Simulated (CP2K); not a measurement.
The system is TiO2.

```
CELL_PARAMETERS angstrom
4.59984 0.00000 0.00000
0.00000 4.59984 0.00000
0.00000 0.00000 2.95921
ATOMIC_POSITIONS crystal
Ti 0.00000 0.00000 0.50000
Ti 0.50000 0.50000 0.00000
O 0.30432 0.30432 0.50000
O 0.19568 0.80432 0.00000
O 0.80432 0.19568 0.00000
O 0.69568 0.69568 0.50000
```

The cell is a database's computed one.

Base run:

| Item | Value |
| --- | --- |
| Program | CP2K 2026.2 |
| Functional | PBE |
| Potentials or basis | POTENTIAL_UZH Ti GTH-PBE-q12, O GTH-PBE-q6; TZVP-MOLOPT-PBE-GTH basis |
| Density cutoff | 8163 eV |
| k mesh | 6 × 6 × 9 |
| Occupations | fermi-dirac, width 0.0259 eV |
| Spin | no spin polarisation |

Its results: band gap on the k mesh 1.80 eV, direct; pressure 5.2 GPa; largest force 0.062 eV/Å.

Q: The run is repeated on the same cell with these changes: functional from PBE to PBEsol; occupations from fermi-dirac, width 0.0259 eV to fermi-dirac, width 0.05 eV. What comes out?

A: Band gap on the k mesh 1.77 eV, direct; pressure -1.1 GPa; largest force 0.114 eV/Å.

Caveats: the basis of atomic orbitals isn't converged, which shifts pressures, moduli and gaps; the potentials were made for another functional, which shifts forces and pressure (some runs).

Not every run made on this cell is shown here.
